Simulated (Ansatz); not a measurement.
Ti:

```
Ti
1.0
     0.00000    2.03000    2.03000
     2.03000    0.00000    2.03000
     2.03000    2.03000    0.00000
Ti
1
Direct
  0.00000 0.00000 0.00000
```

This isn't the form of Ti at room conditions, which is hcp.

| Property | Result |
| --- | --- |
| Program | Ansatz 0.2.0 |
| Task | single point |
| Functional | PBE |
| Potentials or basis | all-electron LAPW, scalar-relativistic |
| Cutoff | 225 eV (chosen from the basis error) |
| Basis error allowed | 0.001 eV/atom |
| k mesh | 11 × 11 × 11 |
| Occupations | fermi-dirac, width 0.05 eV |
| Spin | no spin polarisation |

On this cell: pressure 4.2 GPa; band gap on the k mesh none (metal or under the smearing width).

The same run follows on a disturbed copy (cell strained at random at fixed volume):

```
Ti
1.0
     0.02177    1.99869    2.03132
     2.00646    0.00299    2.05009
     2.03951    2.05051   -0.03005
Ti
1
Direct
  0.98433 0.00381 0.00663
```

Question: What does the disturbed cell give?

Answer: The energy (extrapolated to zero smearing) moves by +5.9 meV/atom; pressure 4.3 GPa; band gap on the k mesh none (metal or under the smearing width).

Stress tensor (GPa, compression positive):
```
 4.85 -1.87  0.19
-1.87  4.60  1.54
 0.19  1.54  3.43
```
